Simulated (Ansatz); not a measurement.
The system is HfO2.

```
Hf O
1.0
     0.00000    2.55750    2.55750
     2.55750    0.00000    2.55750
     2.55750    2.55750    0.00000
Hf O
1 2
Direct
  0.00000 0.00000 0.00000
  0.75000 0.75000 0.75000
  0.25000 0.25000 0.25000
```

Measurements of this composition are mostly on another form, of space group No. 14.

* Program: Ansatz 0.2.0
* Task: relaxation of cell and atoms
* Functional: r2SCAN
* Potentials or basis: Ansatz PAW
* Cutoff: 500 eV (not typed: the program's choice for these potentials)
* k mesh: 9 × 9 × 9
* Occupations: fermi-dirac, width 0.05 eV
* Spin: no spin polarisation
* Hubbard terms: Hf d U = 1 eV

At the start: volume 11.15 Å³/atom.

Q: Where does the relaxation end?

A: It ends after 5 steps and the volume is 10.84 Å³/atom (-2.8 %); space group Fm-3m (No. 225, to 0.05 Å).

Step by step:
| step | energy change (eV) | largest force (eV/Å) | volume (Å³) |
| --- | --- | --- | --- |
| 1 | 0.0000 | 0.0000 | 33.46 |
| 2 | -0.0201 | 0.0000 | 32.30 |
| 3 | -0.0214 | 0.0000 | 32.54 |
| 4 | -0.0214 | 0.0000 | 32.53 |
| 5 | -0.0208 | 0.0000 | 32.53 |

Final structure:
```cif
data_structure
_symmetry_space_group_name_H-M 'P 1'
_symmetry_Int_Tables_number 1
_cell_length_a 3.5832
_cell_length_b 3.5832
_cell_length_c 3.5832
_cell_angle_alpha 60.000
_cell_angle_beta 60.000
_cell_angle_gamma 60.000
_cell_volume 32.53
loop_
_atom_site_label
_atom_site_type_symbol
_atom_site_fract_x
_atom_site_fract_y
_atom_site_fract_z
_atom_site_occupancy
Hf1 Hf 0.00000 0.00000 0.00000 1
O1 O 0.75000 0.75000 0.75000 1
O2 O 0.25000 0.25000 0.25000 1
```

Caveat: the plane-wave basis is chosen anew once the cell has moved, so the energies of steps on either side of that aren't comparable; the PAW data sets come from PBE, with cores solved anew for the run's functional, which leaves a small shift of forces and pressure.
